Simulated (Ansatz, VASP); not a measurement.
# One calculation of MgO, two programs

```
Mg O
1.0
     3.46848    0.02653   -0.02901
    -1.71127    2.89236    0.02889
    -0.04370    0.02501    5.09674
Mg O
2 2
Cartesian
  0.0802 1.8733 -0.0870
  1.7696 1.1269 2.4754
  -0.1614 1.9444 2.1200
  1.7470 0.9385 4.7124
```

Change from the starting cell: all atoms moved at random, cell strained at random.

Alike in both runs: task single point; functional PBEsol; k mesh 9 × 9 × 6; occupations gaussian, width 0.02 eV; no spin polarisation.

|  | VASP | Ansatz |
| --- | --- | --- |
| version | VASP 6.6.1 | Ansatz 0.2.0 |
| potentials or method | VASP PAW PBE potentials, release 64 (Mg, O) | scalar-relativistic, plane waves, PAW |
| plane-wave cutoff (eV) | 520 | 420 |
| valence electrons in the cell | 16 | 32 |

```csv
,VASP,Ansatz,Ansatz less VASP
gap on the k mesh at the Fermi level (eV),2.55,2.56,+0.006
least direct gap on the mesh (eV),2.55,2.56,+0.006
pressure (GPa),-6.5,-6.2,+0.28
largest component of the traceless stress (GPa),5.67,5.61,-0.060
rms of the force components (eV/Å),1.294,1.274,-0.0201
```

Atom by atom the forces differ by 0.020 eV/Å (rms over components). The two sets of potentials don't hold the same shells in valence.

Caveats: the PAW data sets were made with another functional, which shifts forces and pressure a little (VASP); an odd mesh through Γ misses points on the zone boundary, where band edges often lie.
